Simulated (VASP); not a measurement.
# SrO (Fm-3m) in VASP: notebook

Runs on SrO. Level: LDA. Tasks: relaxation of the atoms.

All numbers are computed with VASP 6.6.1; they aren't measurements. Logs are shortened: lines on timing, memory, paths and dates and some standing lists are left out, and cuts for length are marked.

### 1 The crystal as given

Symmetry: Fm-3m, No. 225, cubic system. The conventional cell has a = 5.075 Å, b = 5.075 Å, c = 5.075 Å, α = 90.00°, β = 90.00°, γ = 90.00°. Around Sr (site symmetry m-3m) lie 6 O at 2.54 Å. Around O (site symmetry m-3m) lie 6 Sr at 2.54 Å.

### 2 Relaxation of the atoms, LDA

The input, INCAR:

```
SYSTEM = SrO
  PREC = Accurate
  ENCUT = 600
  EDIFF = 1E-7
  ISMEAR = 0
  SIGMA = 0.03
  LREAL = .False.
  LASPH = .True.
  NELM = 80
  ALGO = Normal
  ISIF = 2
  LWAVE = .False.
  LCHARG = .False.
  IBRION = 2
  NSW = 40
  EDIFFG = -0.01
```

The input, KPOINTS:

```
Automatic mesh
0
Gamma
  10 10 10
  0 0 0
```

The input, POSCAR:

```
SrO                                     
1.0
    0.0000000000      2.5377413177      2.5377413177
    2.5377413177      0.0000000000      2.5377413177
    2.5377413177      2.5377413177      0.0000000000
  Sr              O             
     1     1
Direct
     0.5000000000000000    0.5000000000000000    0.5000000000000000
     0.0000000000000000    0.0000000000000000    0.0000000000000000
```

Potentials or basis: VASP PAW LDA potentials, release 64 (Sr_sv, O).

Command:

```console
$ cat potpaw_LDA.64/Sr_sv/POTCAR potpaw_LDA.64/O/POTCAR > POTCAR
$ mpirun -np 1 vasp_std > vasp.out
```

OUTCAR:

```text
SYSTEM = SrO
   PREC = Accurate
   ENCUT = 600
   EDIFF = 1E-7
   ISMEAR = 0
   LREAL = .False.
   LASPH = .True.
   NELM = 80
   ISIF = 2
   IBRION = 2
   NSW = 40
   EDIFFG = -0.01

 ion  position               nearest neighbor table
   1  0.500  0.500  0.500-   2 2.54   2 2.54   2 2.54   2 2.54   2 2.54   2 2.54
   2  0.000  0.000  0.000-   1 2.54   1 2.54   1 2.54   1 2.54   1 2.54   1 2.54

  LATTYP: Found a face centered cubic cell.
 ALAT       =     5.0754826354

  Lattice vectors:

 A1 = (   0.0000000000,   2.5377413177,   2.5377413177)
 A2 = (   2.5377413177,   0.0000000000,   2.5377413177)
 A3 = (   2.5377413177,   2.5377413177,   0.0000000000)

Analysis of symmetry for initial positions (statically):
=====================================================================
 Subroutine PRICEL returns:
 Original cell was already a primitive cell.

 Routine SETGRP: Setting up the symmetry group for a
 face centered cubic supercell.

 Subroutine GETGRP returns: Found 48 space group operations
 (whereof 48 operations were pure point group operations)
 out of a pool of 48 trial point group operations.

The static configuration has the point symmetry O_h .

Analysis of symmetry for dynamics (positions and initial velocities):
=====================================================================
 Subroutine PRICEL returns:
 Original cell was already a primitive cell.

 Routine SETGRP: Setting up the symmetry group for a
 face centered cubic supercell.

 Subroutine GETGRP returns: Found 48 space group operations
 (whereof 48 operations were pure point group operations)
 out of a pool of 48 trial point group operations.

The dynamic configuration has the point symmetry O_h .

 Subroutine INISYM returns: Found 48 space group operations
 (whereof 48 operations are pure point group operations),
 and found     1 'primitive' translations

----------------------------------------------------------------------------------------

                                     Primitive cell

  volume of cell :      32.6868

  direct lattice vectors                    reciprocal lattice vectors
     0.000000000  2.537741318  2.537741318    -0.197025598  0.197025598  0.197025598
     2.537741318  0.000000000  2.537741318     0.197025598 -0.197025598  0.197025598
     2.537741318  2.537741318  0.000000000     0.197025598  0.197025598 -0.197025598

[... 88 lines left out ...]
   NFREE  =      1    steps in history (QN), initial steepest desc. (CG)
   ISIF   =      2    stress and relaxation
   ISYM   =      2    0-nonsym 1-usesym 2-fastsym
   POTIM  = 0.5000    time-step for ionic-motion
   TEBEG  =    0.0;   TEEND  =   0.0 temperature during run
   PSTRESS=    0.0 pullay stress
   NELECT =      16.0000    total number of electrons
   NUPDOWN=      -1.0000    fix difference up-down
   EMIN   =  10.00;   EMAX   =-10.00  energy-range for DOS
   EFERMI =   0.00;   METHOD = LEGACY
   ISMEAR =     0;   SIGMA  =   0.03  broadening in eV -4-tet -1-fermi 0-gaus
   EFERMI_NEDOS =   21; number of points for ismear=-14 and -15
   IALGO  =     38    algorithm
   IMIX   =      4    mixing-type and parameters
     AMIX     =   0.40;   BMIX     =  1.00
     AMIX_MAG =   1.60;   BMIX_MAG =  1.00
  volume/ion in A,a.u.               =      16.34       110.29
  Fermi-wavevector in a.u.,A,eV,Ry     =   1.290201  2.438127 22.648522  1.664619
  Thomas-Fermi vector in A             =   2.422047
   LORBIT       =      0    0 simple, 1 ext, 2 COOP (PROOUT), +10 PAW based schemes
   GGA     = CA    functional components
   LHFCALC =     F    Hartree Fock is set to
   AEXX    =    0.0000 exact exchange contribution
   IVDW    =     0    specifies the selected vdW correction
   LEPSILON=     F    determine dielectric tensor
   LRPA    =     F    only Hartree local field effects (RPA)
 conjugate gradient relaxation of ions
 non-spin polarized calculation
 Gauss-broadening in eV      SIGMA  =   0.03
  energy-cutoff  :      600.00
  volume of cell :       32.69
 maximum number of plane-waves:      1106
 NGX is ok and might be reduce to    30
   NGX = 15   NGY = 15   NGZ = 15

 number of electron      15.9999998 magnetization

 Free energy of the ion-electron system (eV)
  ---------------------------------------------------
  ext. energy  EPLUGINS =         0.00000000
  ---------------------------------------------------
  free energy    TOTEN  =       -13.38957204 eV

  energy without entropy =      -13.38957204  energy(sigma->0) =      -13.38957204

 E-fermi :   1.7329     XC(G=0): -10.7120

 val. band max:        1.5362194112   @ k =   0.0000   0.0000   0.0000
 cond. band min:       4.6039635693   @ k =   0.5000   0.5000   0.0000
 fundamental gap:      3.0677441581
 Fermi energy:         1.7329033218

 k-point     1 :       0.0000    0.0000    0.0000
  band No.  band energies     occupation
      1     -30.4194      2.00000
      2     -13.2737      2.00000
      3     -12.1004      2.00000
      4     -12.1004      2.00000
      5     -12.1004      2.00000
      6       1.5362      2.00000
      7       1.5362      2.00000
      8       1.5362      2.00000
      9       5.6202      0.00000
     10       7.7221      0.00000
     11       7.7221      0.00000
     12       7.7221      0.00000
[... 331 lines left out ...]
 k-point    24 :       0.4000    0.3000    0.0000
  band No.  band energies     occupation
      1     -30.2400      2.00000
      2     -14.1314      2.00000
      3     -12.5151      2.00000
      4     -12.4299      2.00000
      5     -11.8774      2.00000
      6       0.4623      2.00000
      7       1.2309      2.00000
      8       1.3124      2.00000
      9       5.3211      0.00000
     10       8.8975      0.00000
     11      11.2760      0.00000
     12      11.4567      0.00000

 [... further k-points ...]
[... 5 lines left out ...]
  --------------------------------------------------------------------------------------
  -------------------------------------------------------------------------------------
  Total        0.0069424      0.0069424      0.0069424      0.0000000     -0.0000000      0.0000000
  in kB        0.3402876      0.3402876      0.3402876      0.0000000     -0.0000000      0.0000000
  external PRESSURE =       0.3402876 kB  Pullay stress =       0.0000000 kB

 VOLUME and BASIS-vectors are now :
 -----------------------------------------------------------------------------
  energy-cutoff  :      600.00
  volume of cell :       32.69
      direct lattice vectors                 reciprocal lattice vectors
     0.000000000  2.537741318  2.537741318    -0.197025598  0.197025598  0.197025598
     2.537741318  0.000000000  2.537741318     0.197025598 -0.197025598  0.197025598
     2.537741318  2.537741318  0.000000000     0.197025598  0.197025598 -0.197025598

 POSITION                                       TOTAL-FORCE (eV/Angst)
 -----------------------------------------------------------------------------------
      2.53774      2.53774      2.53774        -0.000000     -0.000000     -0.000000
      0.00000      0.00000      0.00000         0.000000      0.000000      0.000000
 -----------------------------------------------------------------------------------
    total drift:                               -0.000000      0.000000      0.000000

  FREE ENERGIE OF THE ION-ELECTRON SYSTEM (eV)
  ---------------------------------------------------
  free  energy   TOTEN  =       -13.3895720437 eV

  energy  without entropy=      -13.3895720437  energy(sigma->0) =      -13.38957204

 reached required accuracy - stopping structural energy minimisation
```

OSZICAR:

```text
N       E                     dE             d eps       ncg     rms          rms(c)
DAV:   1     0.763255342933E+02    0.76326E+02   -0.90966E+03  1128   0.142E+03
DAV:   2    -0.116470957401E+02   -0.87973E+02   -0.80714E+02  1480   0.272E+02
DAV:   3    -0.154860018978E+02   -0.38389E+01   -0.38146E+01  1688   0.526E+01
DAV:   4    -0.155823201566E+02   -0.96318E-01   -0.96301E-01  1444   0.568E+00
DAV:   5    -0.155835036399E+02   -0.11835E-02   -0.11835E-02  1536   0.529E-01    0.186E+01
DAV:   6    -0.135826356433E+02    0.20009E+01   -0.10076E+01  1296   0.246E+01    0.223E+01
DAV:   7    -0.134355087372E+02    0.14713E+00   -0.58545E-01  1356   0.710E+00    0.127E+01
DAV:   8    -0.133903852897E+02    0.45123E-01   -0.16130E-01  1268   0.418E+00    0.109E+00
DAV:   9    -0.133894989347E+02    0.88635E-03   -0.97678E-03  1752   0.840E-01    0.258E-01
DAV:  10    -0.133895746028E+02   -0.75668E-04   -0.69509E-04  1288   0.274E-01    0.753E-02
DAV:  11    -0.133895714014E+02    0.32014E-05   -0.10807E-04  1352   0.961E-02    0.179E-02
DAV:  12    -0.133895720130E+02   -0.61165E-06   -0.94315E-06  1272   0.314E-02    0.693E-03
DAV:  13    -0.133895720437E+02   -0.30663E-07   -0.64134E-07  1440   0.873E-03
   1 F= -.13389572E+02 E0= -.13389572E+02  d E =-.133896E+02
```

Wall time 12 s (1 thread of Intel Xeon 6975P-C (Granite Rapids), shared host); peak memory 0.16 GiB.

What came out:

| Quantity | Value |
| --- | --- |
| Free energy | -13.3896 eV |
| Pressure after relaxing | 0.0 GPa |
| Band gap on the k mesh | 3.07 eV, indirect (least direct gap 3.12 eV) |

Final structure:
```
Sr O
1.0
     0.00000    2.53774    2.53774
     2.53774    0.00000    2.53774
     2.53774    2.53774    0.00000
Sr O
1 1
Direct
  0.50000 0.50000 0.50000
  0.00000 0.00000 0.00000
```

Caveat: the relaxation stopped at its first step, so nothing moved. A k mesh can miss the band edges.

### 3 Relaxation of the atoms, LDA (a relaxed cell with its volume scaled by 1.02)

INCAR is that of step 2.

KPOINTS is that of step 2.

The input, POSCAR:

```
SrO                                     
1.0
    0.0000000000      2.5545480414      2.5545480414
    2.5545480414      0.0000000000      2.5545480414
    2.5545480414      2.5545480414      0.0000000000
  Sr              O             
     1     1
Direct
     0.5000000000000000    0.5000000000000000    0.5000000000000000
     0.0000000000000000    0.0000000000000000    0.0000000000000000
```

Potentials or basis: VASP PAW LDA potentials, release 64 (Sr_sv, O).

Command:

```console
$ cat potpaw_LDA.64/Sr_sv/POTCAR potpaw_LDA.64/O/POTCAR > POTCAR
$ mpirun -np 1 vasp_std > vasp.out
```

Run time: 12 s. Hardware: 1 thread of Intel Xeon 6975P-C (Granite Rapids), shared host; peak memory 0.16 GiB.

The run converged. Its results:

| Item | Value |
| --- | --- |
| Free energy | -13.3864 eV |
| Pressure after relaxing | -1.9 GPa |
| Band gap on the k mesh | 3.09 eV, indirect (least direct gap 3.16 eV) |

Final structure:
```
Sr O
1.0
     0.00000    2.55455    2.55455
     2.55455    0.00000    2.55455
     2.55455    2.55455    0.00000
Sr O
1 1
Direct
  0.50000 0.50000 0.50000
  0.00000 0.00000 0.00000
```

Levels at points of the mesh, in eV from the valence-band top:
```tsv
k point	band 6	band 7	band 8	band 9	band 10	band 11
(0.00, 0.00, 0.00)	0.00	0.00	0.00	3.94	6.15	6.15
(0.50, 0.00, 0.00)	-2.28	-1.20	-1.20	6.53	8.42	8.91
(0.50, 0.50, 0.00)	-0.39	-0.07	-0.07	3.09	7.91	10.31
```

Caveat: the relaxation stopped at its first step, so nothing moved. A k mesh can miss the band edges.

### 4 Relaxation of the atoms, LDA (a relaxed cell with its volume scaled by 1.04)

INCAR is that of step 3.

KPOINTS is that of step 3.

The input, POSCAR:

```
SrO                                     
1.0
    0.0000000000      2.5711364805      2.5711364805
    2.5711364805      0.0000000000      2.5711364805
    2.5711364805      2.5711364805      0.0000000000
  Sr              O             
     1     1
Direct
     0.5000000000000000    0.5000000000000000    0.5000000000000000
     0.0000000000000000    0.0000000000000000    0.0000000000000000
```

Command:

```console
$ cat potpaw_LDA.64/Sr_sv/POTCAR potpaw_LDA.64/O/POTCAR > POTCAR
$ mpirun -np 1 vasp_std > vasp.out
```

It took 11 s on 1 thread of Intel Xeon 6975P-C (Granite Rapids), shared host; peak memory 0.16 GiB.

Results (log left out):

```yaml
Free_energy: -13.3756 eV
Pressure_after_relaxing: -3.7 GPa
Band_gap_on_the_k_mesh: 3.10 eV, indirect (least direct gap 3.19 eV)
```

Final structure:
```xyz
2
Lattice="0.0000 2.5711 2.5711 2.5711 0.0000 2.5711 2.5711 2.5711 0.0000" Properties=species:S:1:pos:R:3 pbc="T T T"
Sr    2.5711    2.5711    2.5711
O     0.0000    0.0000    0.0000
```

Levels at points of the mesh, in eV from the valence-band top:
```
           k point  band 4  band 5  band 6  band 7  band 8  band 9  band 10  band 11  band 12
(0.00, 0.00, 0.00)  -13.81  -13.81    0.00    0.00    0.00    3.80     6.11     6.11     6.11
(0.50, 0.00, 0.00)  -13.90  -12.52   -2.24   -1.16   -1.16    6.45     8.27     8.80     8.80
(0.50, 0.50, 0.00)  -14.19  -14.19   -0.43   -0.08   -0.08    3.10     7.75    10.18    10.19
```

Caveat: the relaxation stopped at its first step, so nothing moved.

### 5 Relaxation of the atoms, LDA (a relaxed cell with its volume scaled by 1.06)

INCAR is that of step 4.

KPOINTS is that of step 4.

The input, POSCAR:

```
SrO                                     
1.0
    0.0000000000      2.5875135875      2.5875135875
    2.5875135875      0.0000000000      2.5875135875
    2.5875135875      2.5875135875      0.0000000000
  Sr              O             
     1     1
Direct
     0.5000000000000000    0.5000000000000000    0.5000000000000000
     0.0000000000000000    0.0000000000000000    0.0000000000000000
```

Potentials or basis: VASP PAW LDA potentials, release 64 (Sr_sv, O).

Command:

```console
$ cat potpaw_LDA.64/Sr_sv/POTCAR potpaw_LDA.64/O/POTCAR > POTCAR
$ mpirun -np 1 vasp_std > vasp.out
```

OUTCAR:

```text
SYSTEM = SrO
   PREC = Accurate
   ENCUT = 600
   EDIFF = 1E-7
   ISMEAR = 0
   LREAL = .False.
   LASPH = .True.
   NELM = 80
   ISIF = 2
   IBRION = 2
   NSW = 40
   EDIFFG = -0.01

 ion  position               nearest neighbor table
   1  0.500  0.500  0.500-   2 2.59   2 2.59   2 2.59   2 2.59   2 2.59   2 2.59
   2  0.000  0.000  0.000-   1 2.59   1 2.59   1 2.59   1 2.59   1 2.59   1 2.59

  LATTYP: Found a face centered cubic cell.
 ALAT       =     5.1750271750

  Lattice vectors:

 A1 = (   0.0000000000,   2.5875135875,   2.5875135875)
 A2 = (   2.5875135875,   0.0000000000,   2.5875135875)
 A3 = (   2.5875135875,   2.5875135875,   0.0000000000)

Analysis of symmetry for initial positions (statically):
=====================================================================
 Subroutine PRICEL returns:
 Original cell was already a primitive cell.

 Routine SETGRP: Setting up the symmetry group for a
 face centered cubic supercell.

 Subroutine GETGRP returns: Found 48 space group operations
 (whereof 48 operations were pure point group operations)
 out of a pool of 48 trial point group operations.

The static configuration has the point symmetry O_h .
[... 170 lines left out ...]

 k-point     1 :       0.0000    0.0000    0.0000
  band No.  band energies     occupation
      1     -30.8995      2.00000
      2     -13.4857      2.00000
      3     -12.6458      2.00000
      4     -12.6458      2.00000
      5     -12.6458      2.00000
      6       1.2492      2.00000
      7       1.2492      2.00000
      8       1.2492      2.00000
      9       4.9171      0.00000
     10       7.3139      0.00000
     11       7.3139      0.00000
     12       7.3139      0.00000
[... 331 lines left out ...]
 k-point    24 :       0.4000    0.3000    0.0000
  band No.  band energies     occupation
      1     -30.7605      2.00000
      2     -14.3158      2.00000
      3     -12.9861      2.00000
      4     -12.9201      2.00000
      5     -12.3234      2.00000
      6       0.1682      2.00000
      7       0.9331      2.00000
      8       1.0123      2.00000
      9       5.0393      0.00000
     10       8.1535      0.00000
     11      10.5862      0.00000
     12      10.7978      0.00000

 [... further k-points ...]
[... 5 lines left out ...]
  --------------------------------------------------------------------------------------
  -------------------------------------------------------------------------------------
  Total       -1.1487907     -1.1487907     -1.1487907      0.0000000      0.0000000     -0.0000000
  in kB      -53.1218955    -53.1218955    -53.1218955      0.0000000      0.0000000     -0.0000000
  external PRESSURE =     -53.1218955 kB  Pullay stress =       0.0000000 kB

 VOLUME and BASIS-vectors are now :
 -----------------------------------------------------------------------------
  energy-cutoff  :      600.00
  volume of cell :       34.65
      direct lattice vectors                 reciprocal lattice vectors
     0.000000000  2.587513588  2.587513588    -0.193235700  0.193235700  0.193235700
     2.587513588  0.000000000  2.587513588     0.193235700 -0.193235700  0.193235700
     2.587513588  2.587513588  0.000000000     0.193235700  0.193235700 -0.193235700

 POSITION                                       TOTAL-FORCE (eV/Angst)
 -----------------------------------------------------------------------------------
      2.58751      2.58751      2.58751         0.000000      0.000000      0.000000
      0.00000      0.00000      0.00000         0.000000     -0.000000      0.000000
 -----------------------------------------------------------------------------------
    total drift:                               -0.000000      0.000000      0.000000

  FREE ENERGIE OF THE ION-ELECTRON SYSTEM (eV)
  ---------------------------------------------------
  free  energy   TOTEN  =       -13.3578254443 eV

  energy  without entropy=      -13.3578254443  energy(sigma->0) =      -13.35782544

 reached required accuracy - stopping structural energy minimisation
```

It took 12 s on 1 thread of Intel Xeon 6975P-C (Granite Rapids), shared host; peak memory 0.16 GiB.

Results:

| Quantity | Value |
| --- | --- |
| Free energy | -13.3578 eV |
| Pressure after relaxing | -5.3 GPa |
| Band gap on the k mesh | 3.11 eV, indirect (least direct gap 3.21 eV) |

Final structure:
```cif
data_structure
_symmetry_space_group_name_H-M 'P 1'
_symmetry_Int_Tables_number 1
_cell_length_a 3.6593
_cell_length_b 3.6593
_cell_length_c 3.6593
_cell_angle_alpha 60.000
_cell_angle_beta 60.000
_cell_angle_gamma 60.000
_cell_volume 34.65
loop_
_atom_site_label
_atom_site_type_symbol
_atom_site_fract_x
_atom_site_fract_y
_atom_site_fract_z
_atom_site_occupancy
Sr1 Sr 0.50000 0.50000 0.50000 1
O1 O 0.00000 0.00000 0.00000 1
```

Levels at points of the mesh, in eV from the valence-band top:
| k point | band 5 | band 6 | band 7 | band 8 | band 9 | band 10 | band 11 | band 12 |
| --- | --- | --- | --- | --- | --- | --- | --- | --- |
| (0.00, 0.00, 0.00) | -13.89 | 0.00 | 0.00 | 0.00 | 3.67 | 6.06 | 6.06 | 6.06 |
| (0.50, 0.00, 0.00) | -12.61 | -2.21 | -1.12 | -1.12 | 6.37 | 8.12 | 8.69 | 8.69 |
| (0.50, 0.50, 0.00) | -14.26 | -0.46 | -0.10 | -0.10 | 3.11 | 7.61 | 10.01 | 10.06 |

Caveat: the relaxation stopped at its first step, so nothing moved.

### 6 The runs side by side

```tsv
cell	gap on the mesh (eV)	pressure (GPa)
atoms relaxed	3.07	0.0
atoms relaxed from: a relaxed cell with its volume scaled by 1.02	3.09	-1.9
atoms relaxed from: a relaxed cell with its volume scaled by 1.04	3.10	-3.7
atoms relaxed from: a relaxed cell with its volume scaled by 1.06	3.11	-5.3
```

Alike in all rows: task relaxation of the atoms; level LDA; potentials or basis VASP PAW LDA potentials, release 64 (Sr_sv, O); no spin polarisation; k mesh 10 × 10 × 10; cutoff (eV) 600; smearing gaussian 0.03 eV.

Caveats: the relaxation stopped at its first step, so nothing moved.

Absolute energies hang on the potentials; compare differences alone.
